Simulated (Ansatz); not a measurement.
Crystal: Te.

```xyz
1
Lattice="2.3059 1.3313 1.6910 -2.3059 1.3313 1.6910 0.0000 -2.6626 1.6910" Properties=species:S:1:pos:R:3 pbc="T T T"
Te    0.0000    0.0000    2.5364
```

This isn't the form of Te at room conditions, which is trigonal, of chains.

Base run:

* Program: Ansatz 0.2.0
* Functional: PBEsol
* Potentials or basis: all-electron LAPW, relativistic spinors
* Cutoff: 179 eV (chosen from the basis error)
* Basis error allowed: 0.001 eV/atom
* k mesh: 7 × 7 × 7
* Occupations: fermi-dirac, width 0.05 eV
* Spin: spin-orbit coupling, no magnetisation

Its results: pressure 0.0 GPa.

Problem. The run is repeated on the same cell with these changes: potentials or basis from all-electron LAPW, relativistic spinors to all-electron LAPW, scalar-relativistic; spin from spin-orbit coupling, no magnetisation to no spin polarisation. What comes out?

Solution. Pressure -0.4 GPa.

Caveats: the k mesh is thin for a metal, which can move the energy by tens of meV per atom.
